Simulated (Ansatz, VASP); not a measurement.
Two plane-wave programs on H2PbO3

```
H Pb O
1.0
     4.58454    0.00000    0.00000
    -2.29227    3.97033    0.00000
     0.00000    0.00000    3.71821
H Pb O
2 1 3
Direct
  0.66667 0.33333 0.27377
  0.33333 0.66667 0.27377
  0.00000 0.00000 0.66745
  0.50000 0.50000 0.32621
  0.50000 0.00000 0.32621
  0.00000 0.50000 0.32621
```

Change from the starting cell: species swapped into the ErCo3Ge2 type (P6mm, No. 183).

Alike in both runs: functional PBE; k mesh 12 × 12 × 10; occupations gaussian, width 0.1 eV; no spin polarisation.

Ansatz relaxed the structure, and its values are those at the end. VASP's run is a single point on that final structure, the one shown.

|  | VASP | Ansatz |
| --- | --- | --- |
| version | VASP 6.6.1 | Ansatz 0.2.0 |
| potentials or method | VASP PAW PBE potentials, release 64 (H, Pb_d, O) | scalar-relativistic, plane waves, PAW |
| plane-wave cutoff (eV) | 520 | 420 |
| valence electrons in the cell | 34 | 34 |

```tsv
	VASP	Ansatz	Ansatz less VASP
gap on the k mesh at the Fermi level (eV)	none	none	-
pressure (GPa)	-0.1	0.0	+0.15
rms of the force components (eV/Å)	0.004	0.000	-0.0039
```

A gap of «none» marks a metal or a gap that the smearing closes.

The runs have no spin-orbit coupling, so splittings on Pb are missing.
